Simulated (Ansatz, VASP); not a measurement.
## GaP: VASP beside Ansatz

File INCAR:

```
  PREC = Accurate
  ENCUT = 520
  EDIFF = 1E-7
  ISMEAR = 0
  SIGMA = 0.01
  LREAL = False
  LASPH = True
  NELM = 150
  ALGO = Normal
  ISIF = 2
  LWAVE = False
  LCHARG = False
  LNONCOLLINEAR = True
  MAGMOM = 0 0 0 0 0 0
  LORBIT = 11
  LSORBIT = True
  GGA_COMPAT = False
  LORBMOM = True
  GGA = PS
  NBANDS = 30
```

The input KPOINTS:

```
Automatic mesh
0
Gamma
  8 8 8
```

The input POSCAR:

```
GaP
1.0
    2.6988628138      2.6988628138      0.0000000000
   -2.6988628138      2.6988628138      0.0000000000
    0.0000000000      2.6988628138      2.6988628138
Ga P
1 1
Direct
    0.0000000000      0.0000000000      0.0000000000
    0.7500000000      0.2500000000      0.5000000000
```

Input for Ansatz:

```yaml
crystal:
  lattice:
    - [2.69886281375, 2.69886281375, 0.0]
    - [-2.69886281375, 2.69886281375, 0.0]
    - [0.0, 2.69886281375, 2.69886281375]
  atoms:
    - { symbol: Ga, position: [0.0, 0.0, 0.0] }
    - { symbol: P, position: [0.75, 0.25, 0.5] }
kpoints:
  mp_grid: { grid: [8, 8, 8] }
scf:
  occupations: { method: fixed }
  convergence: { dr2_threshold: 1.0e-10 }
hamiltonian:
  xc: pbesol
  pseudopotentials: { kind: all_electron, lapw: { basis_error: 0.0005 } }
magnetization:
  noncollinear: true
  spin_orbit: true
output:
  forces: true
  stress: true
  eigenstates:
    kpoints:
      - [0.0, 0.0, 0.0]
      - [0.429517813, -0.429517812, 1.0e-09]
      - [0.429517813, 0.429517812, 0.429517812]
      - [1.0e-09, 0.0, 0.429517813]
      - [0.5, 0.0, 0.0]
      - [0.0, 0.5, 0.5]
      - [0.0, -0.5, 0.0]
      - [0.5, 0.0, 0.5]
      - [-0.5, -0.5, -0.5]
      - [-0.5, 0.5, 0.0]
      - [0.0, 0.0, -0.5]
  eigenvalues: true
```

Alike in both runs: task single point; functional PBEsol; k mesh 8 × 8 × 8; non-collinear spin, spin-orbit coupling.

|  | VASP | Ansatz |
| --- | --- | --- |
| version | VASP 6.6.1 | Ansatz 0.2.0 |
| potentials or method | VASP PAW PBE potentials, release 64 (Ga_d, P) | all-electron LAPW |
| plane-wave cutoff (eV) | 520 | see its input |
| occupations | gaussian, width 0.01 eV | fixed |

VASP gave:

```
gap on the k mesh at the Fermi level (eV) : 1.43
pressure (GPa)                            : 1.8
net moment per atom (μB)                  : 0.00
```

Q: What did Ansatz give for the same quantities?

A: gap on the k mesh at the Fermi level (eV): 1.43; pressure (GPa): 2.0; net moment per atom (μB): 0.00.

Ansatz ran all-electron here, so the differences hold the error of VASP's frozen core and of both bases.

Caveats: the PAW data sets were made with another functional, which shifts forces and pressure a little (VASP).
